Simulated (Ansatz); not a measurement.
Structure: NaCl built on the rocksalt prototype, at its r2SCAN minimum. The symmetry is Fm-3m (No. 225, cubic); conventional cell a = 5.605 Å, 22.02 Å³ an atom. Around Na lie 6 Cl at 2.80 Å; around Cl lie 6 Na at 2.80 Å.

```xyz
2
Lattice="0.0000 2.8027 2.8027 2.8027 0.0000 2.8027 2.8027 2.8027 0.0000" Properties=species:S:1:pos:R:3 pbc="T T T"
Na    0.0000    0.0000    0.0000
Cl    2.8027    2.8027    2.8027
```

5 runs of Ansatz on this cell differ in the functional (and in the settings that go with it). Levels are in eV from each run's valence top; v1 is the last filled band, c1 the first empty one.

Run A, mean stress +0.6 GPa (compression positive):

| point | v4 | v3 | v2 | v1 | c1 | c2 |
| --- | --- | --- | --- | --- | --- | --- |
| Γ | -13.93 | 0.00 | 0.00 | 0.00 | 7.28 | 13.34 |
| X | -13.49 | -1.86 | -0.67 | -0.67 | 9.80 | 10.11 |
| U | -13.48 | -1.58 | -1.24 | -0.56 | 10.44 | 11.30 |

Run B, mean stress 0.0 GPa (compression positive):

| point | v4 | v3 | v2 | v1 | c1 | c2 |
| --- | --- | --- | --- | --- | --- | --- |
| Γ | -13.26 | 0.00 | 0.00 | 0.00 | 5.98 | 11.74 |
| X | -12.85 | -1.74 | -0.63 | -0.63 | 8.43 | 8.60 |
| U | -12.84 | -1.47 | -1.15 | -0.52 | 8.99 | 9.84 |

Run C, mean stress -2.0 GPa (compression positive):

| point | v4 | v3 | v2 | v1 | c1 | c2 |
| --- | --- | --- | --- | --- | --- | --- |
| Γ | -12.65 | 0.00 | 0.00 | 0.00 | 4.76 | 10.77 |
| X | -12.23 | -1.79 | -0.64 | -0.64 | 7.20 | 7.69 |
| U | -12.22 | -1.52 | -1.21 | -0.53 | 7.89 | 8.73 |

Run D, mean stress +1.3 GPa (compression positive):

| point | v4 | v3 | v2 | v1 | c1 | c2 |
| --- | --- | --- | --- | --- | --- | --- |
| Γ | -12.70 | 0.00 | 0.00 | 0.00 | 5.18 | 11.05 |
| X | -12.30 | -1.71 | -0.61 | -0.61 | 7.57 | 8.03 |
| U | -12.29 | -1.45 | -1.15 | -0.51 | 8.25 | 9.06 |

Run E, mean stress +0.7 GPa (compression positive):

| point | v4 | v3 | v2 | v1 | c1 | c2 |
| --- | --- | --- | --- | --- | --- | --- |
| Γ | -13.89 | 0.00 | 0.00 | 0.00 | 6.56 | 12.57 |
| X | -13.45 | -1.83 | -0.66 | -0.66 | 9.05 | 9.37 |
| U | -13.44 | -1.55 | -1.22 | -0.55 | 9.69 | 10.54 |

**Question.** Match the runs to LDA, PBE, r2SCAN, HSE06, PBE0.

**Answer.** A is PBE0, B is r2SCAN, C is LDA, D is PBE, E is HSE06. In order of the gap: LDA 4.76, PBE 5.18, r2SCAN 5.98, HSE06 6.56, PBE0 7.28 eV. The stress vanishes for r2SCAN, which relaxed the cell.

No spin polarisation and no zero-point or thermal motion.

The program warns that its thresholds are loose for a hybrid's stress.

The meshes of the hybrids are coarse, so their gaps aren't converged to the digits shown.
